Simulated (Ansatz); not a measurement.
## Si: a sweep of one setting

```yaml
crystal:
  lattice:
    - [0.00000, 2.73492, 2.73492]
    - [2.73492, 0.00000, 2.73492]
    - [2.73492, 2.73492, 0.00000]
  atoms:
    - { symbol: Si, position: [0.00000, 0.00000, 0.00000] }
    - { symbol: Si, position: [0.25000, 0.25000, 0.25000] }
```

Atoms are numbered in the order listed.

The structure comes from a relaxation in the same program, started in the diamond type, and has space group Fd-3m. Whether it is a known phase or the ground state wasn't checked.

All numbers below come from Ansatz 0.2.0, DFT, PBE, all-electron LAPW, scalar-relativistic.

The runs use a Γ-centred 13×13×13 k mesh, Fermi–Dirac smearing of 0.05 eV, basis error target 0.25 meV/atom, no spin polarisation. One setting is then changed at a time.

```csv
k mesh,free energy less the base's (meV/atom),P (GPa),gap on the mesh (eV),cutoff chosen (eV)
13×13×13 (base),0.0,-0.01,0.635,262
4×4×4,92.4,0.56,0.736,262
6×6×6,11.8,0.05,0.750,262
10×10×10,0.3,-0.01,0.618,262
18×18×18,0.0,-0.01,0.624,262
```
